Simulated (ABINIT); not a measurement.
# PtS2 (P-3m1) in ABINIT: a series of runs

Runs on PtS2. Level: LDA. Tasks: relaxation of cell and atoms.

Program: ABINIT 10.8.3 (patched build). These are calculated values, not measurements. Logs are shortened: lines on timing, memory, paths and dates and some standing lists are left out, and cuts for length are marked. The log counts tension as positive stress, the text compression.

**1. The structure**

The structure is trigonal, space group P-3m1 (No. 164). The conventional cell has a = 3.543 Å, b = 3.543 Å, c = 5.039 Å, α = 90.00°, β = 90.00°, γ = 120.00°. Pt (site symmetry -3m) is surrounded by 6 S at 2.34 Å. S (site symmetry 3m) is surrounded by 3 Pt at 2.34 Å.

**2. Relaxation of cell and atoms, LDA**

Contents of run.abi:

```
# Pseudopotentials
pp_dirpath "./"
pseudos "Pt.LDA_PW-JTH.xml, S.LDA_PW-JTH.xml"

# Structure
acell 6.6956776048 6.6956776048 9.5219519968
rprim
     1.0000000000     0.0000000000     0.0000000000
    -0.5000000000     0.8660254038     0.0000000000
     0.0000000000     0.0000000000     1.0000000000
ntypat 2
znucl 78 16
natom 3
typat 1 2 2
xred
     0.0000000000     0.0000000000     0.0000000000
     0.6666666667     0.3333333333     0.7730000000
     0.3333333333     0.6666666667     0.2270000000
chkprim 0
chksymtnons 0
tolsym 1.0e-6

# Plane-wave basis
ecut 20.0
pawecutdg 40.0
pawovlp -1

# k points
kptopt 1
ngkpt 9 9 5
nshiftk 1
shiftk 0.0 0.0 0.0

# Exchange and correlation
ixc 7

# Bands and occupations
nband 15
occopt 3
tsmear 0.00183747

# SCF cycle
nstep 100
tolvrs 1.0e-9

# Output
iomode 3
prtwf 0
prtden 0
prteig 0
prtebands 0
enunit 1

# Relaxation
ionmov 2
ntime 60
tolmxf 5.0e-5
optcell 2
dilatmx 1.08
ecutsm 0.5
```

Potentials or basis: JTH PAW LDA v2.0.

The run is started by

```
$ abinit run.abi > log 2>&1
```

run.abo:

```text
.Version 10.8.3 of ABINIT
 Symmetries : space group P-3 m 1 (#164); Bravais hP (primitive hexag.)
================================================================================
 Values of the parameters that define the memory need of the present run
     intxc =       0    ionmov =       2      iscf =      17    lmnmax =      18
     lnmax =       6     mgfft =      45  mpssoang =       3    mqgrid =    3001
     natom =       3  nloc_mem =       2    nspden =       1   nspinor =       1
    nsppol =       1      nsym =      12    n1xccc =       1    ntypat =       2
    occopt =       3   xclevel =       1
       mpw =        2013          nfft =       40500          nkpt =          50
 PAW method is used; the additional fine FFT grid is defined by:
   mgfftf=        60    nfftf =    121500
================================================================================
================================================================================

--------------------------------------------------------------------------------
------------- Echo of variables that govern the present computation ------------
--------------------------------------------------------------------------------
 -outvars: echo values of preprocessed input variables --------
            acell      6.6956776048E+00  6.6956776048E+00  9.5219519968E+00 Bohr
              amu      1.95080000E+02  3.20660000E+01
          chkprim           0
      chksymtnons           0
          dilatmx      1.08000000E+00
             ecut      2.00000000E+01 Hartree
           ecutsm      5.00000000E-01 Hartree
           enunit           1
           ionmov           2
              ixc           7
         kptrlatt        9    0    0      0    9    0      0    0    5
          kptrlen      4.76097600E+01
            natom           3
            nband          15
            ngfft          30      30      45
          ngfftdg          45      45      60
             nkpt          50
            nstep         100
             nsym          12
            ntime          60
           ntypat           2
           occopt           3
          optcell           2
        pawecutdg      4.00000000E+01 Hartree
          pawovlp     -1.0000000000E+00
           prtden           0
        prtebands           0
           prteig           0
            prtwf           0
            rprim      1.0000000000E+00  0.0000000000E+00  0.0000000000E+00
                      -5.0000000000E-01  8.6602540380E-01  0.0000000000E+00
                       0.0000000000E+00  0.0000000000E+00  1.0000000000E+00
          spgroup         164
           tolsym      1.00000000E-06
           tolvrs      1.00000000E-09
           tsmear      1.83747000E-03 Hartree
            typat      1  2  2
           useylm           1
           xangst      0.0000000000E+00  0.0000000000E+00  0.0000000000E+00
                       1.7715999988E+00  1.0228337362E+00  3.8949923974E+00
                       9.2809962215E-17  2.0456674724E+00  1.1438075992E+00
            xcart      0.0000000000E+00  0.0000000000E+00  0.0000000000E+00
                       3.3478388024E+00  1.9328756338E+00  7.3604688935E+00
                       1.7538541034E-16  3.8657512676E+00  2.1614831033E+00
             xred      0.0000000000E+00  0.0000000000E+00  0.0000000000E+00
                       6.6666666667E-01  3.3333333333E-01  7.7300000000E-01
                       3.3333333333E-01  6.6666666667E-01  2.2700000000E-01
            znucl       78.00000   16.00000

================================================================================

 chkinp: Checking input parameters for consistency.

================================================================================
== DATASET  1 ==================================================================

--- !DatasetInfo
iteration_state: {dtset: 1, }
dimensions: {natom: 3, nkpt: 50, mband: 15, nsppol: 1, nspinor: 1, nspden: 1, mpw: 2013, }
cutoff_energies: {ecut:  20.0, pawecutdg:  40.0, }
electrons: {nelect:   2.20000000E+01, charge:   0.00000000E+00, occopt:   3.00000000E+00, tsmear:   1.83747000E-03, }
meta: {optdriver: 0, ionmov: 2, optcell: 2, iscf: 17, paral_kgb: 0, }
...

 Exchange-correlation functional for the present dataset will be:
  LDA: Perdew-Wang 92 LSD fit to Ceperley-Alder data - ixc=7
  J.P.Perdew and Y.Wang, PRB 45, 13244 (1992)

 Real(R)+Recip(G) space primitive vectors, cartesian coordinates (Bohr,Bohr^-1):
[... 25 lines left out ...]
- pspini: atom type   2  psp file is ./S.LDA_PW-JTH.xml
 Pseudopotential format is: paw10
 basis_size (lnmax)=  4 (lmn_size=  8), orbitals=   0   0   1   1
 Spheres core radius: rc_sph= 1.90380259
 Shapefunction is SIN type: shapef(r)=[sin(pi*r/rshp)/(pi*r/rshp)]**2
 Radius for shape functions =  1.40128485
 Compensation charge density is not taken into account in XC energy/potential

   7.99113928E+02                                ecore*ucvol(ha*bohr**3)
--------------------------------------------------------------------------------

================================================================================

=== [ionmov= 2] Broyden-Fletcher-Goldfarb-Shanno method (forces)
================================================================================

--- Iteration: ( 1/60) Internal Cycle: (1/1)
--------------------------------------------------------------------------------

---SELF-CONSISTENT-FIELD CONVERGENCE--------------------------------------------
[... 1760 lines left out ...]
 Difference of energy with previous step (new-old):
           Absolute (Ha)=-1.99007E-08
           Relative     =-4.14846E-10

 At Broyd/MD step  16, gradients are converged :
  max grad (force/stress) = 2.3964E-06 < tolmxf= 5.0000E-05 ha/bohr (free atoms)

================================================================================

 ----iterations are completed or convergence reached----

 Mean square residual over all n,k,spin=   10.913E-08; max=  81.850E-06
 reduced coordinates (array xred) for    3 atoms
      -0.000000000000     -0.000000000000      0.000000000000
       0.666666666667      0.333333333333      0.736822933657
       0.333333333333      0.666666666667      0.263177066343
 rms dE/dt=  6.2255E-06; max dE/dt=  1.3206E-05; dE/dt below (all hartree)
    1       0.000000000000      0.000000000000      0.000000000000
    2       0.000000000000     -0.000000000000     -0.000013206345
    3      -0.000000000000     -0.000000000000      0.000013206345

 cartesian coordinates (angstrom) at end:
    1      0.00000000000000    -0.00000000000000     0.00000000000000
    2      1.78229605516228     1.02900910724204     3.33430421504702
    3      0.00000000000000     2.05801821448408     1.19094067452014

 cartesian forces (hartree/bohr) at end:
    1      0.00000000000000    -0.00000000000000    -0.00000000000000
    2     -0.00000000000000    -0.00000000000000     0.00000154433565
    3      0.00000000000000     0.00000000000000    -0.00000154433565
 frms,max,avg= 7.2800681E-07 1.5443356E-06   0.000E+00  0.000E+00  0.000E+00 h/b

 cartesian forces (eV/Angstrom) at end:
    1      0.00000000000000    -0.00000000000000    -0.00000000000000
    2     -0.00000000000000    -0.00000000000000     0.00007941293184
    3      0.00000000000000     0.00000000000000    -0.00007941293184
 frms,max,avg= 3.7435615E-05 7.9412932E-05   0.000E+00  0.000E+00  0.000E+00 e/A
 length scales=  6.736102839085  6.736102839176  8.551473493946 bohr
              =  3.564592110325  3.564592110373  4.525244889567 angstroms
 Fermi (or HOMO) energy (eV) =   8.36467   Average Vxc (eV)= -11.37762
 Eigenvalues (   eV  ) for nkpt=  50  k points:
 kpt#   1, nband= 15, wtk=  0.00247, kpt=  0.0000  0.0000  0.0000 (reduced coord)
  -7.85354   -4.02184    0.49161    1.08129    1.08129    4.03993    4.03993    5.89721
   6.81215    6.81215    8.65468    9.42751    9.42751   11.62321   13.38009
 prteigrs : prtvol=0 or 1, do not print more k-points.

--- !EnergyTerms
iteration_state     : {dtset: 1, itime: 16, icycle: 1, }
comment             : Components of total free energy in Hartree
kinetic             :  1.68978597861668E+01
hartree             :  6.60627919337468E+00
xc                  : -1.02884628963558E+01
Ewald energy        : -4.71527000335957E+01
psp_core            :  2.37804296467795E+00
local_psp           : -2.32687221067565E+01
PAW spherical_terms :  6.85634099304154E+00
internal            : -4.79713620994470E+01
'-kT*entropy'       : -8.96480858977610E-05
total_energy        : -4.79714517475329E+01
total_energy_eV     : -1.30536970228256E+03
...

--- !EnergyTermsDC
iteration_state     : {dtset: 1, itime: 16, icycle: 1, }
comment             : '"Double-counting" decomposition of free energy'
band_energy         :  1.67225398635162E+00
Ewald energy        : -4.71527000335957E+01
psp_core            :  2.37804296467795E+00
xc_dc               : -5.90297448291194E+00
PAW spherical_terms :  1.03403817815636E+00
internal            : -4.79713393873217E+01
'-kT*entropy'       : -8.96480858977610E-05
total_energy_dc     : -4.79714290354076E+01
total_energy_dc_eV  : -1.30536908425414E+03
...

--- !EnergyTermsWithPAWCore
iteration_state     : {dtset: 1, itime: 16, icycle: 1, }
comment             : 'Components of total free energy, including PAW core contributions'
Total energy        : -1.91995699735459E+04
Total energy DC     : -1.91995699508337E+04
Total energy (eV)   : -5.22446914306896E+05
Total energy DC (eV): -5.22446913688867E+05
...

 rms coord change=  1.7054E-02   atom, delta coord (reduced):
     1       -0.000000000000     -0.000000000000      0.000000000000
     2        0.000000000000      0.000000000000     -0.036177066343
     3        0.000000000000      0.000000000000      0.036177066343

 Cartesian components of stress tensor (hartree/bohr^3)
  sigma(1 1)=  1.25746116E-08  sigma(3 2)=  0.00000000E+00
  sigma(2 2)=  1.25743573E-08  sigma(3 1)=  0.00000000E+00
  sigma(3 3)=  2.39637104E-08  sigma(2 1)=  0.00000000E+00

-Cartesian components of stress tensor (GPa)         [Pressure= -4.8165E-04 GPa]
- sigma(1 1)=  3.69957847E-04  sigma(3 2)=  0.00000000E+00
- sigma(2 2)=  3.69950365E-04  sigma(3 1)=  0.00000000E+00
- sigma(3 3)=  7.05036702E-04  sigma(2 1)=  0.00000000E+00

== END DATASET(S) ==============================================================
================================================================================

 -outvars: echo values of variables after computation  --------
            acell      6.7361028391E+00  6.7361028392E+00  8.5514734939E+00 Bohr
           etotal     -4.7971429035E+01
            fcart      5.3297785331E-29 -9.2314472123E-29 -0.0000000000E+00
                      -4.2638228265E-28 -1.8462894425E-28  1.5443356459E-06
                       3.7308449732E-28  2.7694341637E-28 -1.5443356459E-06
            rprim      1.0000000000E+00  0.0000000000E+00  0.0000000000E+00
                      -4.9999999999E-01  8.6602540379E-01  0.0000000000E+00
                       0.0000000000E+00  0.0000000000E+00  1.0000000000E+00
           strten      1.2574611629E-08  1.2574357311E-08  2.3963710433E-08
                       0.0000000000E+00  0.0000000000E+00  0.0000000000E+00
           xangst      1.6557561358E-28 -7.2957074287E-28  7.2824041695E-18
                       1.7822960552E+00  1.0290091072E+00  3.3343042150E+00
                       1.6455167122E-17  2.0580182145E+00  1.1909406745E+00
             xred     -7.1717111883E-29 -2.3633439773E-28  1.6092839939E-18
                       6.6666666667E-01  3.3333333333E-01  7.3682293366E-01
                       3.3333333333E-01  6.6666666667E-01  2.6317706634E-01
 Calculation completed.
```

It took 12 min on 1 thread of Arm Neoverse V2, shared host; peak memory 0.15 GiB.

Results:

* Free energy: -1305.3691 eV
* Relaxed volume: 16.60 Å³/atom
* Relaxed cell: a = 3.565 Å, b = 3.565 Å, c = 4.525 Å, α = 90.00°, β = 90.00°, γ = 120.00°
* Space group after relaxing (to 0.05 Å): P-3m1 (No. 164)
* Energy gained by relaxing: 35.3 meV/atom
* Ionic steps: 16
* Pressure after relaxing: 0.0 GPa
* Band gap on the k mesh: none (metal or under the smearing width)
* Valence electrons inside the program's atomic spheres: Pt 8.82; S 3.54

Step by step:
```csv
step,energy change (eV),largest force (eV/Å),pressure (GPa),volume (Å³)
1,0.0000,0.8749,4.16,54.78
2,-0.0247,0.5564,1.30,55.48
3,-0.0351,0.2802,-0.91,55.97
4,-0.0389,0.1814,-1.42,55.96
5,-0.0472,0.0017,-1.84,55.52
6,-0.0527,0.0479,-1.29,54.84
7,-0.0560,0.0174,-0.32,54.17
8,-0.0587,0.0425,0.43,53.70
9,-0.0652,0.1495,1.71,52.68
10,-0.0770,0.2949,3.09,51.15
11,-0.0813,0.4111,5.39,48.19
12,-0.0982,0.2787,2.50,49.70
13,-0.1048,0.1178,0.70,49.84
14,-0.1058,0.0100,-0.01,49.81
15,-0.1058,0.0002,-0.02,49.80
16,-0.1058,0.0001,0.00,49.80
```

Final structure:
```
Pt S
1.0
     3.56459    0.00000    0.00000
    -1.78230    3.08703    0.00000
     0.00000    0.00000    4.52524
Pt S
1 2
Direct
  0.00000 0.00000 0.00000
  0.66667 0.33333 0.73682
  0.33333 0.66667 0.26318
```

The run has no spin-orbit coupling, so splittings on Pt are missing. LDA usually gives volumes a few per cent too small.

(Part 1 of 2 ends here.)
